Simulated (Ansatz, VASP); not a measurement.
# Two plane-wave programs on B7P

File INCAR:

```
ALGO = Normal
EDIFF = 1E-6
ENCUT = 520
GGA = PE
ISIF = 2
ISMEAR = 0
LASPH = T
LCHARG = T
LELF = T
LREAL = F
LVHAR = T
LWAVE = F
NBANDS = 23
NELM = 100
PREC = Accurate
SIGMA = 0.1
```

File KPOINTS:

```
k-points
0
Gamma
  6 4 4
```

POSCAR

```
B7P
1.0
    3.0934617048      0.0000000000      0.0000000000
    1.4595494744      4.1092648559      0.0000000000
    0.3754625770      1.3991880812      6.0075877877
B P
7 1
Direct
    0.2118154495      0.2999076648      0.8285119230
    0.6200136132      0.5069242436      0.8744283988
    0.5324307928      0.8712061919      0.9522897956
    0.8916058267      0.4247509227      0.5770510890
    0.3153015971      0.6198840467      0.5983653122
    0.4534510845      0.2137915929      0.5551148931
    0.0421543486      0.0286022707      0.5300123002
    0.9332272875      0.0349330668      0.0842262880
```

Input for Ansatz:

```yaml
crystal:
  lattice:
    - [3.0934617048, 0.0, 0.0]
    - [1.4595494744, 4.1092648559, 0.0]
    - [0.375462577, 1.3991880812, 6.0075877877]
  atoms:
    - { symbol: B, position: [0.2118154495, 0.2999076648, 0.828511923] }
    - { symbol: B, position: [0.6200136132, 0.5069242436, 0.8744283988] }
    - { symbol: B, position: [0.5324307928, 0.8712061919, 0.9522897956] }
    - { symbol: B, position: [0.8916058267, 0.4247509227, 0.577051089] }
    - { symbol: B, position: [0.3153015971, 0.6198840467, 0.5983653122] }
    - { symbol: B, position: [0.4534510845, 0.2137915929, 0.5551148931] }
    - { symbol: B, position: [0.0421543486, 0.0286022707, 0.5300123002] }
    - { symbol: P, position: [0.9332272875, 0.0349330668, 0.084226288] }
basis:
  ecutwfc: 420
kpoints:
  mp_grid: { grid: [6, 4, 4] }
hamiltonian:
  xc: pbe
scf:
  occupations: { method: gaussian, width: 0.1 }
  lower_state_search: "off"
output:
  forces: true
  stress: true
  eigenvalues: true
```

Change from the starting cell: the structure that the rattled cell fell into.

Alike in both runs: task single point; functional PBE; k mesh 6 × 4 × 4; occupations gaussian, width 0.1 eV; no spin polarisation.

```csv
,VASP,Ansatz
version,VASP 6.6.1,Ansatz 0.2.0
potentials or method,"VASP PAW PBE potentials, release 64 (B, P)","scalar-relativistic, plane waves, PAW"
plane-wave cutoff (eV),520,420
valence electrons in the cell,26,26
```

```tsv
	VASP	Ansatz	Ansatz less VASP
gap on the k mesh at the Fermi level (eV)	none	none	-
pressure (GPa)	1.1	1.2	+0.07
largest component of the traceless stress (GPa)	3.80	3.76	-0.040
rms of the force components (eV/Å)	0.192	0.194	+0.0023
```

Atom by atom the forces differ by 0.011 eV/Å (rms over components). A gap of «none» marks a metal or a gap that the smearing closes.

Caveats: the k mesh is coarse (spacing up to 0.39 Å⁻¹), so the values aren't converged.
